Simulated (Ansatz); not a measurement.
## RuO2, pressure series

The reference is RuO₂ in the rutile structure (space group P4_2/mnm, No. 136).

```
CELL_PARAMETERS angstrom
      4.46614     0.00000     0.00000
      0.00000     4.46614     0.00000
      0.00000     0.00000     3.09186
ATOMIC_POSITIONS crystal
  Ru 0.00000 0.00000 0.00000
  Ru 0.50000 0.50000 0.50000
  O  0.30608 0.30608 0.00000
  O  0.80608 0.19392 0.50000
  O  0.19392 0.80608 0.50000
  O  0.69392 0.69392 0.00000
```

Cell and atoms are relaxed at each pressure.

Calculations: plane-wave PAW DFT at the PBEsol level (Ansatz, an electronic-structure program, 420 eV), spin-orbit coupling left out.

Notes on the quantities. enthalpy: H = E + PV relative to the base's energy.

```json
[
 {"change": "base", "shortest interatomic distance": "1.933 Å", "enthalpy": "–"},
 {"change": "pressure −2 GPa", "shortest interatomic distance": "1.939 Å", "enthalpy": "-0.13 eV/atom"},
 {"change": "pressure −1 GPa", "shortest interatomic distance": "1.936 Å", "enthalpy": "-0.06 eV/atom"},
 {"change": "pressure 3 GPa", "shortest interatomic distance": "1.925 Å", "enthalpy": "+0.19 eV/atom"},
 {"change": "pressure 7 GPa", "shortest interatomic distance": "1.915 Å", "enthalpy": "+0.44 eV/atom"},
 {"change": "pressure 15 GPa", "shortest interatomic distance": "1.898 Å", "enthalpy": "+0.94 eV/atom"},
 {"change": "pressure 30 GPa", "shortest interatomic distance": "1.870 Å", "enthalpy": "+1.84 eV/atom"},
 {"change": "pressure 50 GPa", "shortest interatomic distance": "1.840 Å", "enthalpy": "+2.98 eV/atom"},
 {"change": "pressure 75 GPa", "shortest interatomic distance": "1.811 Å", "enthalpy": "+4.36 eV/atom"},
 {"change": "pressure 100 GPa", "shortest interatomic distance": "1.786 Å", "enthalpy": "+5.67 eV/atom"}
]
```

Load acts through the strain it causes; cell and atoms are relaxed under it. No phonon test of stability was made. Competing high-pressure phases were not computed. No Hubbard U is applied, and correlation can decide whether such a compound is a metal. The final runs are not spin-polarised.
